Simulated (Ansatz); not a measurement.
Input of an Ansatz 0.2.0 run:

input.yaml

```yaml
crystal:
  lattice:
    - [0.0, 2.888010988, 2.888010988]
    - [2.888010988, 0.0, 2.888010988]
    - [2.888010988, 2.888010988, 0.0]
  atoms:
    - { symbol: Cu, position: [0.75, 0.75, 0.75] }
    - { symbol: Cu, position: [0.25, 0.25, 0.25] }
    - { symbol: Cu, position: [0.5, 0.5, 0.5] }
    - { symbol: Al, position: [0.0, 0.0, 0.0] }
kpoints:
  mp_grid: { grid: [8, 8, 8] }
scf:
  occupations: { method: fermi_dirac, width: 0.05 }
hamiltonian:
  xc: pbesol
  pseudopotentials: { kind: all_electron, lapw: { basis_error: 0.002 } }
output:
  forces: true
  stress: true
relax:
  f_tol: 0.02
  max_steps: 60
  cell: { p_target: 30 }
```

Potentials or basis: all-electron LAPW, scalar-relativistic.

Launch:

```sh
$ ansatz run input.yaml --threads 2 --pin off --max-ram 8192MiB --backend cpu --events-out ev --progress --plain --runs-dir out
```

(1) Predict the relaxed cell.

(2) What does it give for the space group after relaxing (to 0.05 Å)?

Results:

(1) a = 3.889 Å, b = 3.889 Å, c = 3.889 Å, α = 60.00°, β = 60.00°, γ = 60.00°.

(2) Fm-3m (No. 225).
